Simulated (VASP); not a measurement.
# LiH (Fm-3m) in VASP: settings compared

Aim: see how the results for LiH move with the level of theory and the settings. Levels: r2SCAN, r2SCAN+rVV10. Tasks: relaxation of cell and atoms.

Program: VASP 6.6.1. These are calculated values, not measurements. Logs are shortened: lines on timing, memory, paths and dates and some standing lists are left out, and cuts for length are marked.

## 1. The structure

Symmetry: Fm-3m, No. 225, cubic system. The conventional cell has a = 4.017 Å, b = 4.017 Å, c = 4.017 Å, α = 90.00°, β = 90.00°, γ = 90.00°. Li (site symmetry m-3m) has 6 H at 2.01 Å as nearest neighbours. Around H (site symmetry m-3m) lie 6 Li at 2.01 Å.

The cell is a database's computed one.

## 2. Relaxation of cell and atoms, r2SCAN

Contents of INCAR:

```
SYSTEM = LiH
PREC = Accurate ; ENCUT = 600
EDIFF = 1E-7 ; ISMEAR = 0
SIGMA = 0.02 ; LREAL = .FALSE.
LASPH = .TRUE. ; NELM = 60
ALGO = Normal ; ISIF = 3
LWAVE = .FALSE. ; LCHARG = .FALSE.
METAGGA = R2SCAN ; LMIXTAU = .TRUE.
IBRION = 2 ; NSW = 90
EDIFFG = -0.005
```

Contents of KPOINTS:

```
Automatic mesh
0
G
  10 10 10
  0 0 0
```

Contents of POSCAR:

```
LiH
1.0
    0.0000000000      2.0086193900      2.0086193900
    2.0086193900      0.0000000000      2.0086193900
    2.0086193900      2.0086193900      0.0000000000
Li H
1 1
Direct
    0.0000000000      0.0000000000      0.0000000000
    0.5000000000      0.5000000000      0.5000000000
```

Potentials or basis: VASP PAW PBE potentials, release 64 (Li_sv, H).

Run with:

```sh
cat potpaw_PBE.64/Li_sv/POTCAR potpaw_PBE.64/H/POTCAR > POTCAR
mpirun -np 1 vasp_std > vasp.out
```

OUTCAR:

```text
SYSTEM = LiH
   PREC = Accurate
   ENCUT = 600
   EDIFF = 1E-7
   ISMEAR = 0
   LREAL = .FALSE.
   LASPH = .TRUE.
   NELM = 60
   ISIF = 3
   METAGGA = R2SCAN
   IBRION = 2
   NSW = 90
   EDIFFG = -0.005

 ion  position               nearest neighbor table
   1  0.000  0.000  0.000-
   2  0.500  0.500  0.500-

  LATTYP: Found a face centered cubic cell.
 ALAT       =     4.0172387800

  Lattice vectors:

 A1 = (   0.0000000000,   2.0086193900,   2.0086193900)
 A2 = (   2.0086193900,   0.0000000000,   2.0086193900)
 A3 = (   2.0086193900,   2.0086193900,   0.0000000000)

Analysis of symmetry for initial positions (statically):
=====================================================================
 Subroutine PRICEL returns:
 Original cell was already a primitive cell.

 Routine SETGRP: Setting up the symmetry group for a
 face centered cubic supercell.

 Subroutine GETGRP returns: Found 48 space group operations
 (whereof 48 operations were pure point group operations)
 out of a pool of 48 trial point group operations.

The static configuration has the point symmetry O_h .

Analysis of symmetry for dynamics (positions and initial velocities):
=====================================================================
 Subroutine PRICEL returns:
 Original cell was already a primitive cell.

 Routine SETGRP: Setting up the symmetry group for a
 face centered cubic supercell.

 Subroutine GETGRP returns: Found 48 space group operations
 (whereof 48 operations were pure point group operations)
 out of a pool of 48 trial point group operations.

The dynamic configuration has the point symmetry O_h .

 Subroutine INISYM returns: Found 48 space group operations
 (whereof 48 operations are pure point group operations),
 and found     1 'primitive' translations

----------------------------------------------------------------------------------------

                                     Primitive cell

  volume of cell :      16.2078

  direct lattice vectors                    reciprocal lattice vectors
     0.000000000  2.008619390  2.008619390    -0.248927200  0.248927200  0.248927200
     2.008619390  0.000000000  2.008619390     0.248927200 -0.248927200  0.248927200
     2.008619390  2.008619390  0.000000000     0.248927200  0.248927200 -0.248927200

  length of vectors
     2.840616783  2.840616783  2.840616783     0.431154557  0.431154557  0.431154557

  position of ions in fractional coordinates (direct lattice)
     0.000000000  0.000000000  0.000000000
     0.500000000  0.500000000  0.500000000

  ion indices of the primitive-cell ions
   primitive index   ion index
                 1           1
                 2           2

----------------------------------------------------------------------------------------

 KPOINTS: Automatic mesh

Automatic generation of k-mesh.
 Grid dimensions read from file:
 generate k-points for:   10   10   10

 Generating k-lattice:

  Cartesian coordinates                     Fractional coordinates (reciprocal lattice)
    -0.024892720  0.024892720  0.024892720     0.100000000  0.000000000  0.000000000
     0.024892720 -0.024892720  0.024892720     0.000000000  0.100000000  0.000000000
     0.024892720  0.024892720 -0.024892720     0.000000000  0.000000000  0.100000000

  Length of vectors
     0.043115456  0.043115456  0.043115456

  Shift w.r.t. Gamma in fractional coordinates (k-lattice)
     0.000000000  0.000000000  0.000000000

 Subroutine IBZKPT returns following result:
 ===========================================

 Found     47 irreducible k-points:

 Following reciprocal coordinates:
            Coordinates               Weight
  0.000000  0.000000  0.000000      1.000000
  0.100000  0.000000  0.000000      8.000000
  0.200000  0.000000  0.000000      8.000000
  0.300000  0.000000  0.000000      8.000000
  0.400000  0.000000  0.000000      8.000000
  0.500000  0.000000  0.000000      4.000000
[... 16 lines left out ...]
  0.300000  0.300000  0.000000      6.000000
  0.400000  0.300000  0.000000     24.000000
 [... further k-points ...]
   k-points           NKPTS =     47   k-points in BZ     NKDIM =     47   number of bands    NBANDS=      6
   number of dos      NEDOS =    301   number of ions     NIONS =      2
   total plane-waves  NPLWV =  13824
   dimension x,y,z NGX =    24 NGY =   24 NGZ =   24
   dimension x,y,z NGXF=    48 NGYF=   48 NGZF=   48
   ions per type =               1   1
   NGX,Y,Z   is equivalent  to a cutoff of  14.05, 14.05, 14.05 a.u.
   NGXF,Y,Z  is equivalent  to a cutoff of  28.09, 28.09, 28.09 a.u.
 SYSTEM =  LiH
   PREC   = accura    normal or accurate (medium, high low for compatibility)
   ISTART =      0    job   : 0-new  1-cont  2-samecut
   ICHARG =      2    charge: 1-file 2-atom 10-const
   ISPIN  =      1    spin polarized calculation?
   LNONCOLLINEAR =      F non collinear calculations
   LSORBIT =      F    spin-orbit coupling
   LASPH  =      T    aspherical Exc in radial PAW
   ENCUT  =  600.0 eV  44.10 Ry    6.64 a.u.   5.67  5.67  5.67*2*pi/ulx,y,z
   NELM   =     60;   NELMIN=  2; NELMDL= -5     # of ELM steps
   EDIFF  = 0.1E-06   stopping-criterion for ELM
   LREAL  =      F    real-space projection
   EDIFFG = -.5E-02   stopping-criterion for IOM
   NSW    =     90    number of steps for IOM
   IBRION =      2    ionic relax: 0-MD 1-quasi-New 2-CG
   NFREE  =      1    steps in history (QN), initial steepest desc. (CG)
   ISIF   =      3    stress and relaxation
   ISYM   =      2    0-nonsym 1-usesym 2-fastsym
   POTIM  = 0.5000    time-step for ionic-motion
   TEBEG  =    0.0;   TEEND  =   0.0 temperature during run
   PSTRESS=    0.0 pullay stress
   NELECT =       4.0000    total number of electrons
   NUPDOWN=      -1.0000    fix difference up-down
   EMIN   =  10.00;   EMAX   =-10.00  energy-range for DOS
   EFERMI =   0.00;   METHOD = LEGACY
   ISMEAR =     0;   SIGMA  =   0.02  broadening in eV -4-tet -1-fermi 0-gaus
   EFERMI_NEDOS =   21; number of points for ismear=-14 and -15
   IALGO  =     38    algorithm
   IMIX   =      4    mixing-type and parameters
     AMIX     =   0.40;   BMIX     =  1.00
     AMIX_MAG =   1.60;   BMIX_MAG =  1.00
  volume/ion in A,a.u.               =       8.10        54.69
  Fermi-wavevector in a.u.,A,eV,Ry     =   1.026882  1.940525 14.347160  1.054486
  Thomas-Fermi vector in A             =   2.160798
   LORBIT       =      0    0 simple, 1 ext, 2 COOP (PROOUT), +10 PAW based schemes
   METAGGA = R2SCAN    functional components
   LHFCALC =     F    Hartree Fock is set to
   AEXX    =    0.0000 exact exchange contribution
   IVDW    =     0    specifies the selected vdW correction
   LEPSILON=     F    determine dielectric tensor
   LRPA    =     F    only Hartree local field effects (RPA)
 conjugate gradient relaxation of ions
 non-spin polarized calculation
 Gauss-broadening in eV      SIGMA  =   0.02
  energy-cutoff  :      600.00
  volume of cell :       16.21
 maximum number of plane-waves:       552
   NGX = 11   NGY = 11   NGZ = 11

--------------------------------------- Ionic step        1  -------------------------------------------

 number of electron       3.9999995 magnetization

 Free energy of the ion-electron system (eV)
  ---------------------------------------------------
  ext. energy  EPLUGINS =         0.00000000
  ---------------------------------------------------
  free energy    TOTEN  =        -6.81971841 eV

  energy without entropy =       -6.81971841  energy(sigma->0) =       -6.81971841

------------------------ aborting loop because EDIFF is reached ----------------------------------------

  FORCE on cell =-STRESS in cart. coord.  units (eV):
  Direction    XX          YY          ZZ          XY          YZ          ZX
  --------------------------------------------------------------------------------------
  -------------------------------------------------------------------------------------
  Total       -0.0701508     -0.0701508     -0.0701508     -0.0000000      0.0000000     -0.0000000
  in kB       -6.9345823     -6.9345823     -6.9345823     -0.0000000      0.0000000     -0.0000000
  external PRESSURE =      -6.9345823 kB  Pullay stress =       0.0000000 kB

 VOLUME and BASIS-vectors are now :
 -----------------------------------------------------------------------------
  energy-cutoff  :      600.00
  volume of cell :       16.21
      direct lattice vectors                 reciprocal lattice vectors
     0.000000000  2.008619390  2.008619390    -0.248927200  0.248927200  0.248927200
     2.008619390  0.000000000  2.008619390     0.248927200 -0.248927200  0.248927200
     2.008619390  2.008619390  0.000000000     0.248927200  0.248927200 -0.248927200
[... 37 lines left out ...]
 POSITION                                       TOTAL-FORCE (eV/Angst)
 -----------------------------------------------------------------------------------
      0.00000      0.00000      0.00000         0.000000      0.000000      0.000000
      2.00522      2.00522      2.00522        -0.000000     -0.000000     -0.000000
 -----------------------------------------------------------------------------------
    total drift:                                0.000000     -0.000000     -0.000000

  FREE ENERGIE OF THE ION-ELECTRON SYSTEM (eV)
  ---------------------------------------------------
  free  energy   TOTEN  =        -6.8200355087 eV

  energy  without entropy=       -6.8200355087  energy(sigma->0) =       -6.82003551

--------------------------------------- Ionic step        3  -------------------------------------------

 number of electron       3.9999996 magnetization

 E-fermi :  -0.0477     XC(G=0):  -8.8493

 val. band max:       -0.1526249436   @ k =   0.5000   0.5000   0.0000
 cond. band min:       3.4236435416   @ k =   0.5000   0.5000   0.0000
 fundamental gap:      3.5762684852
 Fermi energy:        -0.0476863058

 k-point     1 :       0.0000    0.0000    0.0000
  band No.  band energies     occupation
      1     -45.8768      2.00000
      2      -5.6253      2.00000
      3      17.5731      0.00000
      4      19.3126      0.00000
      5      19.3126      0.00000
      6      19.3132      0.00000

 k-point     2 :       0.1000    0.0000    0.0000
  band No.  band energies     occupation
      1     -45.8723      2.00000
      2      -5.4448      2.00000
      3      15.7879      0.00000
      4      18.3072      0.00000
      5      18.8603      0.00000
      6      18.8608      0.00000
[... 256 lines left out ...]
 POSITION                                       TOTAL-FORCE (eV/Angst)
 -----------------------------------------------------------------------------------
      0.00000      0.00000      0.00000         0.000000      0.000000     -0.000000
      1.98758      1.98758      1.98758         0.000000      0.000000      0.000000
 -----------------------------------------------------------------------------------
    total drift:                                0.000000     -0.000000     -0.000000

  FREE ENERGIE OF THE ION-ELECTRON SYSTEM (eV)
  ---------------------------------------------------
  free  energy   TOTEN  =        -6.8200715609 eV

  energy  without entropy=       -6.8200715609  energy(sigma->0) =       -6.82007156

--------------------------------------- Ionic step        5  -------------------------------------------

 number of electron       3.9999996 magnetization

 Free energy of the ion-electron system (eV)
  ---------------------------------------------------
  ext. energy  EPLUGINS =         0.00000000
  ---------------------------------------------------
  free energy    TOTEN  =        -6.82039541 eV

  energy without entropy =       -6.82039541  energy(sigma->0) =       -6.82039541

 E-fermi :   0.0194     XC(G=0):  -8.8671

 val. band max:       -0.1293979737   @ k =   0.5000   0.5000   0.0000
 cond. band min:       3.4437172052   @ k =   0.5000   0.5000   0.0000
 fundamental gap:      3.5731151789
 Fermi energy:         0.0194454500

 k-point     1 :       0.0000    0.0000    0.0000
  band No.  band energies     occupation
      1     -45.8483      2.00000
      2      -5.6214      2.00000
      3      17.6649      0.00000
      4      19.3909      0.00000
      5      19.3909      0.00000
      6      19.3914      0.00000

 k-point     2 :       0.1000    0.0000    0.0000
  band No.  band energies     occupation
      1     -45.8438      2.00000
      2      -5.4407      2.00000
      3      15.8634      0.00000
      4      18.3883      0.00000
      5      18.9362      0.00000
      6      18.9367      0.00000
[... 220 lines left out ...]
 POSITION                                       TOTAL-FORCE (eV/Angst)
 -----------------------------------------------------------------------------------
      0.00000      0.00000      0.00000        -0.000000     -0.000000      0.000000
      1.99598      1.99598      1.99598         0.000000      0.000000     -0.000000
 -----------------------------------------------------------------------------------
    total drift:                                0.000000     -0.000000     -0.000000

  FREE ENERGIE OF THE ION-ELECTRON SYSTEM (eV)
  ---------------------------------------------------
  free  energy   TOTEN  =        -6.8203954136 eV

  energy  without entropy=       -6.8203954136  energy(sigma->0) =       -6.82039541

 reached required accuracy - stopping structural energy minimisation
```

Run time: 1.8 min. Hardware: 1 thread of AMD EPYC 7R13 (Zen 3), shared host; peak memory 0.1 GiB.

Results:

| Item | Value |
| --- | --- |
| Free energy | -6.8204 eV |
| Relaxed volume | 7.95 Å³/atom |
| Relaxed cell | a = 2.823 Å, b = 2.823 Å, c = 2.823 Å, α = 60.00°, β = 60.00°, γ = 60.00° |
| Space group after relaxing (to 0.05 Å) | Fm-3m (No. 225) |
| Energy gained by relaxing | 0.3 meV/atom |
| Ionic steps | 5 |
| Pressure after relaxing | 0.0 GPa |
| Band gap on the k mesh | 3.57 eV, direct |

Step by step:
| step | energy change (eV) | largest force (eV/Å) | pressure (GPa) | volume (Å³) |
| --- | --- | --- | --- | --- |
| 1 | 0.0000 | 0.0000 | -0.69 | 16.21 |
| 2 | -0.0003 | 0.0000 | -0.53 | 16.13 |
| 3 | -0.0006 | 0.0000 | -0.19 | 15.98 |
| 4 | -0.0004 | 0.0000 | 0.48 | 15.70 |
| 5 | -0.0007 | 0.0000 | 0.01 | 15.90 |

Final structure:
```
CELL_PARAMETERS angstrom
0.00000 1.99598 1.99598
1.99598 0.00000 1.99598
1.99598 1.99598 0.00000
ATOMIC_POSITIONS crystal
Li 0.00000 0.00000 0.00000
H 0.50000 0.50000 0.50000
```

Levels at points of the mesh, in eV from the valence-band top:
```
           k point  band 1  band 2  band 3  band 4  band 5  band 6
(0.00, 0.00, 0.00)  -45.72   -5.49   17.79   19.52   19.52   19.52
(0.50, 0.00, 0.00)  -45.67   -2.68    5.70   15.05   18.27   18.27
(0.50, 0.50, 0.00)  -45.66    0.00    3.57   11.80   11.80   15.12
```

Caveat: the cutoff is under 1.25 times the usual one of these potentials, so pressure, stress and relaxed cells hold a basis-set (Pulay) error; the PAW data sets were made with another functional, which shifts forces and pressure a little.

(Continued in part 2 of 2.)
